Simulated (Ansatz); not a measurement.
Property card for Os

Method: Ansatz 0.2.0, DFT PBEsol, scalar-relativistic, plane waves, PAW.

Settings: cutoff 420 eV, Γ-centred mesh 18×18×10 on the computed 2-atom cell, Gaussian smearing of 0.10 eV; no spin polarisation.

The structure is relaxed at this level of theory with its symmetry kept.

```yaml
crystal:
  lattice:
    - [2.72721, 0.00000, 0.00000]
    - [-1.36361, 2.36184, 0.00000]
    - [0.00000, 0.00000, 4.31324]
  atoms:
    - { symbol: Os, position: [0.33333, 0.66667, 0.25000] }
    - { symbol: Os, position: [0.66667, 0.33333, 0.75000] }
```

| Item | Value |
| --- | --- |
| Space group | P6_3/mmc (No. 194) |
| Volume per atom | 13.89 Å³ |
| Formation energy from the elements' standard states (uncorrected) | +0.003 eV/atom |
| Kohn–Sham band gap | none (metal) |
| Density of states at the Fermi level | 1.20 states/eV per cell |
| Löwdin character within 0.5 eV of the Fermi level | Os 5d 93 %, unprojected 4 % |
| Bulk modulus | 431 GPa |
| Its pressure derivative | 4.7 |
| Bader charges (e) | Os (2 in the cell) 0.00 |

Spin-orbit coupling is left out, which matters for the bands of heavy elements.